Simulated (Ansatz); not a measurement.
Runs of Ansatz 0.2.0 on CsSnI3. Symmetry: Pm-3m, No. 221, cubic system. Conventional cell: a = 6.206 Å, b = 6.206 Å, c = 6.206 Å, α = 90.00°, β = 90.00°, γ = 90.00°. Cs (site symmetry m-3m) has 12 I at 4.39 Å as nearest neighbours. I (site symmetry 4/mmm) is surrounded by 2 Sn at 3.10 Å. Sn (site symmetry m-3m) is surrounded by 6 I at 3.10 Å. 

```csv
level,gap on the mesh (eV),pressure (GPa),relaxed volume (Å³/atom)
RPBE+D4,1.76,0.0,47.72
PBEsol+D3(BJ),(a),0.0,43.67
PBEsol+D4,1.68,0.0,(b)
RPBE+D3(BJ),1.55,0.0,36.72
```

Alike in all rows: task relaxation of cell and atoms; potentials or basis Ansatz PAW; no spin polarisation; cell relaxed; k mesh 5 × 5 × 5; cutoff (eV) 420; smearing fermi-dirac 0.05 eV.

Question: Estimate the missing entries.

Answer: (a) 1.65; (b) 45.33.

Caveats: odd divisions of the mesh miss points on the zone boundary, where band edges often lie, so the gap on the mesh can be too wide; the plane-wave basis is chosen anew once the cell has moved, so the energies of steps on either side of that aren't comparable; spin-orbit coupling is left out, which moves the levels of the heavy elements; the PAW data sets come from PBE, with cores solved anew for the run's functional, which leaves a small shift of forces and pressure; the volume moved by over 15 % at a fixed basis, so the end points are rough (some runs); the volume moved by -23 % from the deposited cell, more than functionals usually miss (some runs).

A k mesh can miss the band edges, and the runs leave out spin-orbit coupling on Cs, I, Sn.

Runs at the PBE level aren't shown here.
